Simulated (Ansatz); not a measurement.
# A thicker film of SrO (001) from two thinner ones

In a field along its normal an insulating film takes a dipole p. Written as a length, p/(ε₀AE), it should grow by 1 − 1/ε for each ångström added.

How it was computed: Ansatz 0.2.0, plane waves with PAW datasets (its set soft_2), LDA; rocksalt films relaxed at a bulk in-plane lattice constant near the measured one, then held in weak fields of both signs with a dipole correction (A is the cell's area, E the outer field).

```tsv
run	distance between the outer atoms (Å)	p/(ε₀AE) (Å)
3 units	4.948	6.659
5 units	9.971	10.406
8 units	17.499	?
```

Q: Estimate the withheld value from the rows shown.

Two rows fix a line: slope = (10.406 − 6.659) / (9.971 − 4.948) = 0.7460, intercept 2.9677. That slope means ε = 1/(1 − 0.7460) = 3.94. At 17.499 it gives 0.7460 × 17.499 + 2.9677 = 16.022 Å, beyond the rows fitted. Rounding of the rows alone allows about ±0.003 Å there; two rows can't show whether the line holds.

The run itself gives 15.994 Å: a miss of −0.028 Å, or 0.2 % of the value. The length is met to within 1 %, though ε is more sensitive than the length: the two thickest films give ε = 3.88.

Caveats: This is the electronic response alone. A unit is one step of the cut along the normal (a plane, a pair of planes or a cell), and the layers relax along it, away from their bulk spacing where the functional's lattice constant differs from the one held.

[Logs are printed without paths, hosts, clocks, repeated set-up lines and the standing remarks that a program may print on its own settings, such as how far it seeks lower states.]
